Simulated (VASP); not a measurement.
# Co: formation energy of interstitial C, part 4 of 4

How easily does interstitial C form in Co? The host is relaxed first, then a supercell is run with and without the defect.

VASP 6.6.1, plane waves and PAW; the level of theory is named at each step.

Still holding for the runs below: The magnetic state follows from one typed start and may not be the lowest.

So far. Step 5 (Reference C): The run ended after 3 ionic steps, 0.007 eV below its first step, once forces and stress met EDIFFG = -0.02. Step 5 (Reference C): Energy at zero smearing: -19.26447 eV.

**6. The defect cell**

This step: PBEsol, spin-polarised from a ferromagnetic start; plane waves and PAW (Co, C) (VASP 6.6.1).

System of this step: Co36C. The cell holds 37 atoms: 36 Co and 1 C. Its edges and angles: a = 7.360 Å, b = 7.360 Å, c = 7.919 Å, α = 90.0°, β = 90.0°, γ = 120.0°. It derives from Co. Nearest the centre at fractional (0.222, 0.111, 0.125): C37 at 0.00 Å, Co1 at 1.73 Å, Co19 at 1.73 Å, Co23 at 1.73 Å, Co7 at 1.73 Å, Co9 at 1.73 Å, Co25 at 1.73 Å, Co35 at 3.00 Å.

The host is treated as a metal, since its gap is under 0.3 eV or closed. The run keeps 12 symmetry operations, which cuts the number of k-points but bars distortions that break them. The atoms relax at the host's fixed cell.

Contents of INCAR:

```
SYSTEM = Co36C
PREC = Normal
ENCUT = 400
EDIFF = 1E-05
NELM = 120
ISMEAR = 1
SIGMA = 0.2
LREAL = Auto
ALGO = Fast
GGA = PS
NBANDS = 234
ISPIN = 2
MAGMOM = 2 2 2 2 2 2 2 2 2 2 2 2 2 2 2 2 2 2 2 2 2 2 2 2 2 2 2 2 2 2 2 2 2 2 2 2 0
LASPH = .TRUE.
LMAXMIX = 4
LORBIT = 11
LWAVE = .FALSE.
LCHARG = .TRUE.
KPAR = 4
NCORE = 2
IBRION = 2
NSW = 50
ISIF = 2
EDIFFG = -0.03
POTIM = 0.4
MAXMIX = 40
ISYM = 2
```

Contents of POSCAR:

```
Co36C
1.0
    7.3596237459      0.0000000000      0.0000000000
   -3.6798118728      6.3736211262      0.0000000000
    0.0000000000      0.0000000000      7.9186530020
Co C
36 1
Direct
    0.0000000000      0.0000000000      0.0000000000
    0.0000000000      0.0000000000      0.5000000000
    0.0000000000      0.3333333300      0.0000000000
    0.0000000000      0.3333333300      0.5000000000
    0.0000000000      0.6666666700      0.0000000000
    0.0000000000      0.6666666700      0.5000000000
    0.3333333300      0.0000000000      0.0000000000
    0.3333333300      0.0000000000      0.5000000000
    0.3333333300      0.3333333300      0.0000000000
    0.3333333300      0.3333333300      0.5000000000
    0.3333333300      0.6666666700      0.0000000000
    0.3333333300      0.6666666700      0.5000000000
    0.6666666700      0.0000000000      0.0000000000
    0.6666666700      0.0000000000      0.5000000000
    0.6666666700      0.3333333300      0.0000000000
    0.6666666700      0.3333333300      0.5000000000
    0.6666666700      0.6666666700      0.0000000000
    0.6666666700      0.6666666700      0.5000000000
    0.1111111100      0.2222222200      0.2500000000
    0.1111111100      0.2222222200      0.7500000000
    0.1111111100      0.5555555600      0.2500000000
    0.1111111100      0.5555555600      0.7500000000
    0.1111111100      0.8888888900      0.2500000000
    0.1111111100      0.8888888900      0.7500000000
    0.4444444400      0.2222222200      0.2500000000
    0.4444444400      0.2222222200      0.7500000000
    0.4444444400      0.5555555600      0.2500000000
    0.4444444400      0.5555555600      0.7500000000
    0.4444444400      0.8888888900      0.2500000000
    0.4444444400      0.8888888900      0.7500000000
    0.7777777800      0.2222222200      0.2500000000
    0.7777777800      0.2222222200      0.7500000000
    0.7777777800      0.5555555600      0.2500000000
    0.7777777800      0.5555555600      0.7500000000
    0.7777777800      0.8888888900      0.2500000000
    0.7777777800      0.8888888900      0.7500000000
    0.2222222200      0.1111111100      0.1250000000
```

Contents of KPOINTS:

```
Automatic mesh
0
Gamma
5 5 4
0 0 0
```

PAW data sets: Co and C (PBE family, release 64).

Started as:

```sh
$ mpirun -np 8 vasp_std
```

The log of the run:

```text
[banner, memory and clock lines left out]
running    8 mpi-ranks, on    1 nodes
 distrk:  each k-point on    2 cores,    4 groups
 distr:  one band on    2 cores,    1 groups

 POSCAR found type information on POSCAR CoC
 POSCAR found :  2 types and      37 ions
 [... a notice as in an earlier step ...]

 LDA part: xc-table for (Slater+PW92), standard interpolation
 POSCAR, INCAR and KPOINTS ok, starting setup
 FFT: planning ... GRIDC
 FFT: planning ... GRID_SOFT
 FFT: planning ... GRID
 WAVECAR not read
 entering main loop
       N       E                     dE             d eps       ncg     rms          rms(c)
DAV:   1     0.263722783691E+04    0.26372E+04   -0.10798E+05 15912   0.161E+03
DAV:   2     0.283332260829E+02   -0.26089E+04   -0.24346E+04 15912   0.368E+02
DAV:   3    -0.311900591814E+03   -0.34023E+03   -0.26974E+03 15912   0.167E+02
DAV:   4    -0.333862672240E+03   -0.21962E+02   -0.21234E+02 17528   0.480E+01
DAV:   5    -0.334383833726E+03   -0.52116E+00   -0.52030E+00 20184   0.631E+00    0.780E+01
RMM:   6    -0.296117004324E+03    0.38267E+02   -0.36037E+02 15912   0.748E+01    0.392E+01
RMM:   7    -0.342161064575E+03   -0.46044E+02   -0.95447E+01 15912   0.375E+01    0.924E+01
RMM:   8    -0.307391973271E+03    0.34769E+02   -0.34611E+01 15912   0.232E+01    0.633E+01
RMM:   9    -0.287483963281E+03    0.19908E+02   -0.15199E+01 15912   0.147E+01    0.193E+01
RMM:  10    -0.294514496476E+03   -0.70305E+01   -0.91951E+00 15920   0.102E+01    0.418E+01
RMM:  11    -0.286616586716E+03    0.78979E+01   -0.53257E+00 15946   0.897E+00    0.730E+00
RMM:  12    -0.287082850963E+03   -0.46626E+00   -0.91867E-01 15980   0.286E+00    0.106E+01
RMM:  13    -0.286705155802E+03    0.37770E+00   -0.67902E-01 16060   0.296E+00    0.561E+00
RMM:  14    -0.286589084309E+03    0.11607E+00   -0.18645E-01 16270   0.151E+00    0.191E+00
RMM:  15    -0.286595480053E+03   -0.63957E-02   -0.46466E-02 16965   0.600E-01    0.127E+00
RMM:  16    -0.286603895531E+03   -0.84155E-02   -0.26616E-02 16079   0.555E-01    0.163E+00
RMM:  17    -0.286595537678E+03    0.83579E-02   -0.14257E-02 16112   0.430E-01    0.433E-01
RMM:  18    -0.286595688043E+03   -0.15036E-03   -0.58512E-03 20093   0.149E-01    0.263E-01
RMM:  19    -0.286595737926E+03   -0.49883E-04   -0.83823E-04 17503   0.715E-02    0.148E-01
RMM:  20    -0.286595735319E+03    0.26062E-05   -0.39745E-04 18946   0.489E-02    0.800E-02
RMM:  21    -0.286595754789E+03   -0.19470E-04   -0.14580E-04 17895   0.236E-02    0.422E-02
RMM:  22    -0.286595767849E+03   -0.13060E-04   -0.26665E-05 10962   0.146E-02    0.148E-02
RMM:  23    -0.286595769236E+03   -0.13869E-05   -0.98173E-06 10002   0.868E-03
   1 F= -.28659577E+03 E0= -.28659791E+03  d E =-.286596E+03  mag=    54.4446
 curvature:   0.00 expect dE= 0.000E+00 dE for cont linesearch  0.000E+00
 trial: gam= 0.00000 g(F)=  0.264E+01 g(S)=  0.000E+00 ort = 0.000E+00 (trialstep = 0.100E+01)
 search vector abs. value=  0.264E+01
 bond charge predicted
       N       E                     dE             d eps       ncg     rms          rms(c)
DAV:   1    -0.286127864558E+03    0.46790E+00   -0.42284E+02 16472   0.411E+01    0.134E+01
RMM:   2    -0.287473570482E+03   -0.13457E+01   -0.13360E+01 15912   0.144E+01    0.134E+01
RMM:   3    -0.287356561960E+03    0.11701E+00   -0.31388E+00 16554   0.540E+00    0.447E+00
RMM:   4    -0.287462296492E+03   -0.10573E+00   -0.13074E+00 20813   0.266E+00    0.355E+00
RMM:   5    -0.287419258678E+03    0.43038E-01   -0.42234E-02 16227   0.555E-01    0.229E+00
RMM:   6    -0.287384929475E+03    0.34329E-01   -0.39717E-02 16069   0.434E-01    0.101E+00
RMM:   7    -0.287381006144E+03    0.39233E-02   -0.18898E-02 16456   0.316E-01    0.493E-01
RMM:   8    -0.287381015826E+03   -0.96822E-05   -0.70898E-03 19485   0.200E-01    0.237E-01
RMM:   9    -0.287381012246E+03    0.35801E-05   -0.17021E-03 19390   0.851E-02    0.935E-02
RMM:  10    -0.287381046059E+03   -0.33813E-04   -0.40465E-04 18444   0.380E-02    0.442E-02
RMM:  11    -0.287381055460E+03   -0.94017E-05   -0.35776E-05 11612   0.144E-02
   2 F= -.28738106E+03 E0= -.28738439E+03  d E =-.785286E+00  mag=    54.5946
[... from here on, the cycles between the ionic steps are left out ...]
   3 F= -.28749183E+03 E0= -.28749446E+03  d E =-.896061E+00  mag=    54.5501
   4 F= -.28749186E+03 E0= -.28749452E+03  d E =-.896091E+00  mag=    54.5525
   5 F= -.28752661E+03 E0= -.28752914E+03  d E =-.347543E-01  mag=    54.5348
   6 F= -.28753310E+03 E0= -.28753552E+03  d E =-.412392E-01  mag=    54.5257
   7 F= -.28753529E+03 E0= -.28753778E+03  d E =-.218834E-02  mag=    54.5274
   8 F= -.28753557E+03 E0= -.28753809E+03  d E =-.246911E-02  mag=    54.5281
   9 F= -.28753635E+03 E0= -.28753895E+03  d E =-.777528E-03  mag=    54.5324
 trial-energy change:   -0.000778  1 .order   -0.000628   -0.001553    0.000296
 step:   1.0220(harm=  0.9666)  dis= 0.00236  next Energy=  -287.536362 (dE=-0.794E-03)
 bond charge predicted
       N       E                     dE             d eps       ncg     rms          rms(c)
DAV:   1    -0.287536319803E+03    0.28743E-04   -0.44181E-03 16488   0.130E-01    0.310E-02
RMM:   2    -0.287536330234E+03   -0.10431E-04   -0.62329E-05 15379   0.342E-02    0.926E-03
RMM:   3    -0.287536331623E+03   -0.13887E-05   -0.14577E-05  8164   0.107E-02
  10 F= -.28753633E+03 E0= -.28753892E+03  d E =-.763174E-03  mag=    54.5317
 curvature:  -0.59 expect dE=-0.149E-03 dE for cont linesearch -0.276E-04
 trial: gam= 0.07804 g(F)=  0.251E-03 g(S)=  0.000E+00 ort = 0.291E-03 (trialstep = 0.113E+01)
 search vector abs. value=  0.307E-03
 reached required accuracy - stopping structural energy minimisation
```

The job ended after 23 min (8 MPI ranks of AMD EPYC 7R43, shared host; peak memory 5 GiB; 3.1 h of CPU time).

OUTCAR, selected parts (step 6):

```text
   k-points           NKPTS =     17   k-points in BZ     NKDIM =     17   number of bands    NBANDS=    234

   NELECT =     328.0000    total number of electrons

 E-fermi :  11.0273

 spin component 1
 k-point     1 :       0.0000    0.0000    0.0000
  band No.  band energies     occupation
    ...
    189      10.5168      1.00091
    190      10.5195      1.00097
    191      10.7458      1.03151
    192      10.8714      0.98450
    193      10.8714      0.98449
    194      11.0893      0.25091
    195      11.1574      0.05847
    196      11.1574      0.05847
    197      11.1691      0.03699
    198      11.1691      0.03699
    ...

 k-point     2 :       0.2000    0.0000    0.0000
  band No.  band energies     occupation
    ...
    190      10.7220      1.02647
    191      10.8850      0.96366
    192      10.8864      0.96141
    193      10.9257      0.87428
    194      11.0007      0.61119
    195      11.0453      0.42394
    196      11.2730     -0.03546
    197      11.4624     -0.00435
    198      11.5056     -0.00185
    199      11.6488     -0.00005
    ...

  Total        9.7280492      9.7280492      9.8837833      0.0000000      0.0000000     -0.0000000
  in kB       41.9607434     41.9607434     42.6324831      0.0000000      0.0000000     -0.0000000
  external PRESSURE =      42.1846566 kB  Pullay stress =       0.0000000 kB

 POSITION                                       TOTAL-FORCE (eV/Angst)
 -----------------------------------------------------------------------------------
      3.61594      6.33674      7.85639         0.013007      0.007509     -0.006048
      3.66808      6.36685      3.97189        -0.001695     -0.000979      0.012995
      6.11275      2.13624      7.91007        -0.001315      0.000759      0.013525
      6.11857      2.13288      3.97883        -0.003122      0.001802      0.002581
      4.90642      4.22568      7.91007        -0.000000     -0.001518      0.013525
      4.90642      4.23240      3.97883        -0.000000     -0.003605      0.002581
     -1.16273      6.33674      7.85639        -0.013007      0.007509     -0.006048
     -1.21487      6.36685      3.97189         0.001695     -0.000979      0.012995
      1.22660      2.19830      7.85639        -0.000000     -0.015019     -0.006048
      1.22660      2.13809      3.97189         0.000000      0.001957      0.012995
      0.00450      4.25168      0.00038         0.002220      0.001282      0.007222
     -0.00323      4.24721      3.95624        -0.003295     -0.001902     -0.019217
      1.22660      6.36843      0.00038        -0.000000     -0.002563      0.007222
      4.90642      0.00373      3.95624         0.000000      0.003804     -0.019217
      3.70008      2.13624      7.91007         0.001315      0.000759      0.013525
      3.69426      2.13288      3.97883         0.003122      0.001802      0.002581
      2.44871      4.25168      0.00038        -0.002220      0.001282      0.007222
      2.45644      4.24721      3.95624         0.003295     -0.001902     -0.019217
     -0.06387      1.45324      2.04192         0.013007     -0.007509      0.006048
     -0.01173      1.42313      5.92642        -0.001695      0.000979     -0.012995
     -1.23110      3.53830      1.97928        -0.002220     -0.001282     -0.007222
     -1.22337      3.54277      5.94207         0.003295      0.001902      0.019217
     -2.45321      5.59169      2.04192         0.000000      0.015019      0.006048
     -2.45321      5.65190      5.92642        -0.000000     -0.001957     -0.012995
[...]
-----------------------------------------------------------------------------------
    total drift:                                0.000009      0.000015      0.000000

  FREE ENERGIE OF THE ION-ELECTRON SYSTEM (eV)
  ---------------------------------------------------
  free  energy   TOTEN  =      -287.5363316225 eV

  energy  without entropy=     -287.5441092112  energy(sigma->0) =     -287.53892415

 magnetization (x)
# of ion       s       p       d       tot
------------------------------------------
    1       -0.013  -0.042   1.277   1.222
    2       -0.014  -0.049   1.652   1.589
    3       -0.013  -0.047   1.674   1.614
    4       -0.013  -0.052   1.636   1.571
    5       -0.013  -0.047   1.674   1.614
    6       -0.013  -0.052   1.636   1.571
    7       -0.013  -0.042   1.277   1.222
    8       -0.014  -0.049   1.652   1.589
    9       -0.013  -0.042   1.277   1.222
   10       -0.014  -0.049   1.652   1.589
   11       -0.013  -0.051   1.614   1.550
   12       -0.014  -0.051   1.644   1.579
   13       -0.013  -0.051   1.614   1.550
   14       -0.014  -0.051   1.644   1.579
   15       -0.013  -0.047   1.674   1.614
   16       -0.013  -0.052   1.636   1.571
   17       -0.013  -0.051   1.614   1.550
   18       -0.014  -0.051   1.644   1.579
   19       -0.013  -0.042   1.277   1.222
   20       -0.014  -0.049   1.652   1.589
   21       -0.013  -0.051   1.614   1.550
   22       -0.014  -0.051   1.644   1.579
   23       -0.013  -0.042   1.277   1.222
[...]
--------------------------------------------------
tot         -0.488  -1.816  56.980  54.676

[... 5 parts as in an earlier step ...]

[... 17 further parts left out ...]
```

The run keeps the 12 symmetry operations of its start, so it cannot find a distortion of lower symmetry.

Step by step:

```csv
step,energy less that of the first step (eV),largest force (eV/Å)
1,0.0000,3.3470
2,-0.7853,1.0406
3,-0.8961,0.3339
4,-0.8961,0.3406
5,-0.9308,0.1469
6,-0.9373,0.0621
7,-0.9395,0.0505
8,-0.9398,0.0591
9,-0.9406,0.0358
10,-0.9406,0.0196
```

The atoms that moved most (Å):

```csv
atom,dx,dy,dz,length
Co7,0.064,-0.037,-0.062,0.097
Co19,-0.064,0.037,0.062,0.097
Co1,-0.064,-0.037,-0.062,0.097
Co25,0.064,0.037,0.062,0.097
Co9,0.000,0.074,-0.062,0.097
Co23,0.000,-0.074,0.062,0.097
Co16,0.014,0.008,0.020,0.026
Co36,-0.014,-0.008,-0.020,0.026
```

The relaxed structure:

```
Co C
1.0
     7.35962    0.00000    0.00000
    -3.67981    6.37362    0.00000
     0.00000    0.00000    7.91865
Co C
36 1
Direct
  0.98843 0.99421 0.99214
  0.99787 0.99894 0.50159
  0.99816 0.33517 0.99892
  0.99869 0.33464 0.50246
  0.99816 0.66299 0.99892
  0.99869 0.66405 0.50246
  0.33912 0.99421 0.99214
  0.33440 0.99894 0.50159
  0.33912 0.34491 0.99214
  0.33440 0.33546 0.50159
  0.33415 0.66707 0.00005
  0.33275 0.66637 0.49961
  0.66626 0.99919 0.00005
  0.66696 0.00059 0.49961
  0.67034 0.33517 0.99892
  0.66928 0.33464 0.50246
  0.66626 0.66707 0.00005
  0.66696 0.66637 0.49961
  0.10533 0.22801 0.25786
  0.11005 0.22328 0.74841
  0.11030 0.55515 0.24995
  0.11170 0.55585 0.75039
  0.10533 0.87732 0.25786
  0.11005 0.88676 0.74841
  0.45602 0.22801 0.25786
  0.44657 0.22328 0.74841
  0.44628 0.55923 0.25108
  0.44575 0.55817 0.74754
  0.44628 0.88705 0.25108
  0.44575 0.88758 0.74754
  0.77819 0.22304 0.24995
  0.77748 0.22164 0.75039
  0.77819 0.55515 0.24995
  0.77748 0.55585 0.75039
  0.77411 0.88705 0.25108
  0.77516 0.88758 0.74754
  0.22222 0.11111 0.12500
```

This step gave:

```
electronic cycles                                 : 79
electrons                                         : 328
free energy (TOTEN)                               : -287.5363 eV
energy at zero smearing                           : -287.5389 eV
Fermi energy                                      : 11.03 eV
moment of the cell, from the last line of the log : 54.53 μB
labelled metallic, from the levels on this mesh   : yes
```

Spin moment in the PAW sphere by element, in μB:

```
element  atoms   mean  spread (r.m.s.)  least  largest
     Co     36   1.52             0.14   1.22     1.61
      C      1  -0.08             0.00  -0.08    -0.08
```

The atoms nearest the centre:

| atom | distance (Å) | spin moment in the PAW sphere (μB) |
| --- | --- | --- |
| C37 | 0.00 | -0.08 |
| Co1 | 1.82 | 1.22 |
| Co23 | 1.82 | 1.22 |
| Co19 | 1.82 | 1.22 |
| Co9 | 1.82 | 1.22 |
| Co7 | 1.82 | 1.22 |
| Co25 | 1.82 | 1.22 |
| Co35 | 3.03 | 1.61 |
| Co3 | 3.03 | 1.61 |
| Co5 | 3.03 | 1.61 |
| Co29 | 3.03 | 1.61 |
| Co27 | 3.03 | 1.61 |
| Co15 | 3.03 | 1.61 |
| Co2 | 3.31 | 1.59 |

Spin density in the ac plane at fractional y = 0.111, through the centre, with atoms of C within 0.45 Å of it.

Ten even steps from '0' (-0.06 e/Å³) to '9' (0.29 e/Å³), each cell a mean:
```
453111235311125741112
221111122211112221111
111111111111111111111
222111122211112221111
574211247421125752112
696211259621126962112
343111134311113431111
111111111111111111111
111111111111111111111
343111134311113431111
795211269521126962112
574111247421125741112
222111122211112221111
111111111111111111111
222111122211112221111
453211235421124742111
563111136421126962112
232100123211113431111
111000011111111111111
111000011111111111111
232100123211113431111
563111146421126952112
```
Columns run along a (7.4 Å), rows up along c (7.9 Å). Atoms in or near the plane, at fractional coordinates: C at (0.22, 0.12).

Valence density in the ac plane at fractional y = 0.111, through the centre, with atoms of C within 0.45 Å of it. It is the smooth field of the valence electrons, not physical close to the nuclei.

Ten even steps from '0' (0.2 e/Å³) to '9' (1.6 e/Å³), each cell a mean:
```
452100125310013531001
121000012100001210000
110000001100000100000
121000012100001210000
353100135310014641001
574100147410015851001
232000023210012320000
111000011100001110000
111000011100001110000
232000123200012320001
574100147410015841001
353100135310014631001
111000011100001210000
110000001100000100000
121000012100001210000
453100125410013531001
453222235410014741001
123587532100002320000
013899731000001110000
013799731000001110000
223577532100012320000
453222236410015741001
```
Columns run along a (7.4 Å), rows up along c (7.9 Å). Atoms in or near the plane, at fractional coordinates: C at (0.22, 0.12).

The run ended after 10 ionic steps, 0.941 eV below its first step, once the forces on the free atoms met EDIFFG = -0.03.

C hardly moves from its start, within the 12 symmetry operations kept, and its nearest atoms are 6 Co at 1.82 Å.

**7. Putting the energies together**

This step: point defect, PBEsol; plane waves and PAW (VASP 6.6.1).

Derived from the runs above.

This step gave:

| Property | Result |
| --- | --- |
| formation energy of the neutral defect | 0.6777 eV |

Formation energy:

| formation energy (eV) | largest move (Å) |
| --- | --- |
| 0.6777 | 0.09652 |

E_f is E(defect cell) less E(perfect cell), corrected for the atoms exchanged with their references.

References, in eV an atom: C -9.632 (crystal Fd-3m) and Co -7.738 (the host). They were run at the supercell's cutoff and functional, without U, and count both elements from their own phases.

**8. Outcome**

| Property | Result |
| --- | --- |
| formation energy at charge 0 | 0.678 eV |

In words: Interstitial C costs 0.68 eV at the one site run, which need not be the lowest, with every exchanged atom at the energy of its element. C hardly moves from its start, within the 12 symmetry operations kept, and its nearest atoms are 6 Co at 1.82 Å. With metallic smearing the value can move by tenths of an eV with the k mesh. Carbon counts from diamond, not from graphite, the stable form. The supercell of 36 atoms is small, so interactions between images remain.

[Lines on the potential files, build, host, timing and source positions are cut from VASP's logs without a mark.]

[Logs are printed without paths, hosts, clocks, repeated set-up lines and the standing remarks that a program may print on its own settings, such as how far it seeks lower states.]

[Hosts, paths, dates, database ids (printed as entryN), source tags and the programs' standing remarks are cut or masked in the printed files.]

[In band tables of VASP the shares of atoms and orbitals are scaled to a sum of 1 inside the atoms' spheres.]

[Runs that stopped without an error message from VASP are left out.]
